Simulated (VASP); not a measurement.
Write the native input for VASP 6.6.1 that does the following.

```yaml
Task: band structure
Functional: PBE
Potentials_or_basis: VASP PAW PBE potentials, release 64 (Ti_sv, N)
Cutoff: 700 eV
k_mesh: 12 × 12 × 12
Occupations: gaussian, width 0.02 eV
Spin: no spin polarisation
Further_INCAR_settings: ALGO = Normal; EDIFF = 1e-07; NBANDS = 16
```

TiN:

```
Ti N
1.0
     0.00000    2.12425    2.12425
     2.12425    0.00000    2.12425
     2.12425    2.12425    0.00000
Ti N
1 1
Direct
  0.00000 0.00000 0.00000
  0.50000 0.50000 0.50000
```

These files were run (other wordings do the same):

POSCAR

```
TiN                                     
1.0
    0.0000000000      2.1242540092      2.1242540092
    2.1242540092      0.0000000000      2.1242540092
    2.1242540092      2.1242540092      0.0000000000
  Ti              N             
     1     1
Direct
     0.0000000000000000    0.0000000000000000    0.0000000000000000
     0.5000000000000000    0.5000000000000000    0.5000000000000000
```

INCAR.step1

```
SYSTEM = TiN
PREC = Accurate
ENCUT = 700
EDIFF = 1E-7
ISMEAR = 0
SIGMA = 0.02
LREAL = .FALSE.
LASPH = .TRUE.
NELM = 60
ALGO = Normal
ISIF = 2
LWAVE = .FALSE.
LCHARG = .TRUE.
LMAXMIX = 4
GGA = PE
NBANDS = 16
```

KPOINTS.step1

```
regular mesh
0
G
  12 12 12
  0 0 0
```

INCAR.step2

```
SYSTEM = TiN
PREC = Accurate
ENCUT = 700
EDIFF = 1E-7
ISMEAR = 0
SIGMA = 0.05
LREAL = .FALSE.
LASPH = .TRUE.
NELM = 60
ALGO = Normal
ISIF = 2
LWAVE = .FALSE.
LCHARG = .FALSE.
LMAXMIX = 4
GGA = PE
NBANDS = 16
ICHARG = 11
```

KPOINTS.step2

```
path GXWKGLUWLK,UX
20
line-mode
reciprocal
 0.0000000000  0.0000000000  0.0000000000  G
 0.5000000000  0.0000000000  0.5000000000  X

 0.5000000000  0.0000000000  0.5000000000  X
 0.5000000000  0.2500000000  0.7500000000  W

 0.5000000000  0.2500000000  0.7500000000  W
 0.3750000000  0.3750000000  0.7500000000  K

 0.3750000000  0.3750000000  0.7500000000  K
 0.0000000000  0.0000000000  0.0000000000  G

 0.0000000000  0.0000000000  0.0000000000  G
 0.5000000000  0.5000000000  0.5000000000  L

 0.5000000000  0.5000000000  0.5000000000  L
 0.6250000000  0.2500000000  0.6250000000  U

 0.6250000000  0.2500000000  0.6250000000  U
 0.5000000000  0.2500000000  0.7500000000  W

 0.5000000000  0.2500000000  0.7500000000  W
 0.5000000000  0.5000000000  0.5000000000  L

 0.5000000000  0.5000000000  0.5000000000  L
 0.3750000000  0.3750000000  0.7500000000  K

 0.6250000000  0.2500000000  0.6250000000  U
 0.5000000000  0.0000000000  0.5000000000  X
```

Potentials or basis: VASP PAW PBE potentials, release 64 (Ti_sv, N).

Command:

```console
$ cat potpaw_PBE.64/Ti_sv/POTCAR potpaw_PBE.64/N/POTCAR > POTCAR
$ cp INCAR.step1 INCAR
$ cp KPOINTS.step1 KPOINTS
$ mpirun -np 1 vasp_std > vasp.out
$ cp INCAR.step2 INCAR
$ cp KPOINTS.step2 KPOINTS
$ mpirun -np 1 vasp_std > vasp.out
```

Results of the run:

| Property | Result |
| --- | --- |
| Band gap along the path | none (metal or under the smearing width) |

Caveat: the log is that of the step along the path at fixed density, whose energy, stress, charges and moments have no meaning.

Run time: 86 s on 1 thread of Intel(R) Xeon(R) Platinum 8488C (Sapphire Rapids), on a shared host, peak memory 0.22 GiB.
